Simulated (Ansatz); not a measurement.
Crystal: Au.

```xyz
2
Lattice="2.9000 0.0000 0.0000 -1.4500 2.5115 0.0000 0.0000 0.0000 4.8800" Properties=species:S:1:pos:R:3 pbc="T T T"
Au    1.4500    0.8372    1.2200
Au    0.0000    1.6743    3.6600
```

This isn't the form of Au at room conditions, which is fcc.

Base run:

| Property | Result |
| --- | --- |
| Program | Ansatz 0.2.0 |
| Functional | PBEsol |
| Potentials or basis | all-electron LAPW, scalar-relativistic |
| Cutoff | 245 eV |
| Density cutoff | 980 eV |
| Basis error allowed | 0.001 eV/atom |
| k mesh | 11 × 11 × 6 |
| Occupations | fermi-dirac, width 0.05 eV |
| Spin | no spin polarisation |

Its results: pressure -6.5 GPa.

Task: The run is repeated on the same cell with these changes: functional from PBEsol to LDA. What comes out?

Result: Pressure -10.8 GPa.

LDA binds more tightly than PBEsol, so the same cell stands under less pressure.

Not every run made on this cell is shown here.
